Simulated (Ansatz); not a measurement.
Space group Fm-3m (No. 225). a = 4.268 Å, b = 4.268 Å, c = 4.268 Å, α = 90.00°, β = 90.00°, γ = 90.00°
```tsv
atom	site	symmetry	x	y	z
Zn	4a	m-3m	0.0000	0.0000	0.0000
O	4b	m-3m	0.5000	0.0000	0.0000
```

Equation of state of this ZnO structure (not necessarily the ground state), with shape and atoms relaxed at each volume where symmetry leaves them free. Theory: DFT r2SCAN, scalar-relativistic, plane waves, PAW in Ansatz 0.2.0.

Settings: cutoff 500 eV, Γ-centred mesh 12×12×12 on the computed 2-atom cell, Gaussian smearing of 0.02 eV; no spin polarisation.

| V (Å³/atom) | E − E(largest V) (meV/atom) | P (GPa) | gap on mesh (eV) |
| --- | --- | --- | --- |
| 9.132 | 4.59 | 13.68 | 1.88 |
| 9.423 | -13.38 | 6.29 | 1.72 |
| 9.715 | -18.94 | 0.00 | 1.57 |
| 10.006 | -13.96 | -5.34 | 1.42 |
| 10.298 | 0.00 | -9.88 | 1.29 |

Problem. Fit a third-order Birch–Murnaghan equation to E(V).

Solution. V0 = 9.72 Å³/atom, B0 = 193 GPa, B0' = 4.4.

This rock-salt form isn't the usual stable structure of the compound.

Cost: 5 runs of about 0.15 core-minutes in all, on AMD EPYC 9R45 (Zen 5) (shared hosts).